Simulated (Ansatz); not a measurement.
# A strain series on BaTe (zincblende): uniaxial along [111], other directions held

BaTe built on the zincblende prototype, relaxed with r2SCAN in Ansatz 0.2.0, then strained (uniaxial along [111], other directions held; changes of length per length, axes as in the cell below) with the atoms relaxed again within the symmetry that is left. It is cubic, F-43m (No. 216); conventional cell a = 7.828 Å, 59.97 Å³ an atom. Ba has 4 Te at 3.39 Å; Te has 4 Ba at 3.39 Å. These are computed values for a spin-unpolarised cell that may be hypothetical; none is a measurement.

```xyz
2
Lattice="0.0000 3.9142 3.9142 3.9142 0.0000 3.9142 3.9142 3.9142 0.0000" Properties=species:S:1:pos:R:3 pbc="T T T"
Ba    0.0000    0.0000    0.0000
Te    1.9571    1.9571    1.9571
```

Gaps are the least over each mesh (PBE 6×6×6, r2SCAN 6×6×6, HSE06 4×4×4 when unstrained) and the special points, which keep their unstrained names; stress is the change from the unstrained cell, compression positive.

```csv
strain (%),"gap, PBE (eV)","gap, r2SCAN (eV)","gap, HSE06 (eV)","edges, HSE06","stress along the strain, r2SCAN (GPa)","energy rise, r2SCAN (meV/atom)"
-3.0,2.589,2.961,3.337,X → Γ,+0.70,3.7
-0.58,2.573,2.945,3.319,X → Γ,+0.14,0.1
0.0,2.566,2.939,3.312,W → Γ,0.00,0.0
+1.03,2.550,2.920,3.291,X → Γ,-0.27,0.6
+5.8,2.445,2.813,3.174,X → Γ,-1.47,16.4
```

With HSE06 the edges change from X → Γ (indirect) to W → Γ (indirect) between -0.58 and 0.0 %. With HSE06 the edges change from W → Γ (indirect) to X → Γ (indirect) between 0.0 and +1.03 %. With r2SCAN the edges change from X → Γ (indirect) to W → Γ (indirect) between -0.58 and 0.0 %. With r2SCAN the edges change from W → Γ (indirect) to X → Γ (indirect) between 0.0 and +1.03 %. With PBE the edges change from X → Γ (indirect) to W → Γ (indirect) between -3.0 and -0.58 %. With PBE the edges change from W → Γ (indirect) to X → Γ (indirect) between 0.0 and +1.03 %.

Spin-orbit coupling is left out, which matters wherever the heavy atoms make up the band edges.

The meshes of the hybrids are coarse, so their gaps aren't converged to the digits shown.
